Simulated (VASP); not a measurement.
Input of a VASP 6.6.1 run:

Contents of run.py:

```python
from ase.calculators.vasp import Vasp
from ase.dft.bandgap import bandgap
from ase.spacegroup import crystal

atoms = crystal(
    ['Ta', 'S'],
    basis=[[0.0, 0.0, 0.0], [0.6666666667, 0.3333333333, 0.75]],
    spacegroup=164,
    setting=1,
    cellpar=[3.35, 3.35, 5.86, 90.0, 90.0, 120.0],
    primitive_cell=True,
)
calc = Vasp(
    directory='calc',
    xc='lda',
    pp='LDA',
    setups='recommended',
    prec='Accurate',
    encut=520,
    ediff=1e-07,
    ismear=0,
    sigma=0.05,
    lreal=False,
    lasph=True,
    nelm=100,
    algo='Fast',
    isif=2,
    lwave=False,
    lcharg=False,
    kpts=[9, 9, 5],
    gamma=True,
)
atoms.calc = calc

print('energy (eV):', atoms.get_potential_energy())
print('free energy (eV):', atoms.get_potential_energy(force_consistent=True))
print('forces (eV/A):')
print(atoms.get_forces())
print('stress (eV/A^3, Voigt):', atoms.get_stress())
print('Fermi level (eV):', calc.get_fermi_level())
gap, top, bottom = bandgap(calc)
print('band gap (eV):', gap, 'from (spin, k, band)', top, 'to', bottom)
```

Potentials or basis: VASP PAW LDA potentials, release 64 (Ta_pv, S).

Command:

```bash
$ python run.py
```

(1) Estimate the largest force.

(2) Estimate the pressure.

(3) What does it give for the band gap on the k mesh?

Answers

(1) 0.830 eV/Å.

(2) 1.7 GPa.

(3) none (metal or under the smearing width).
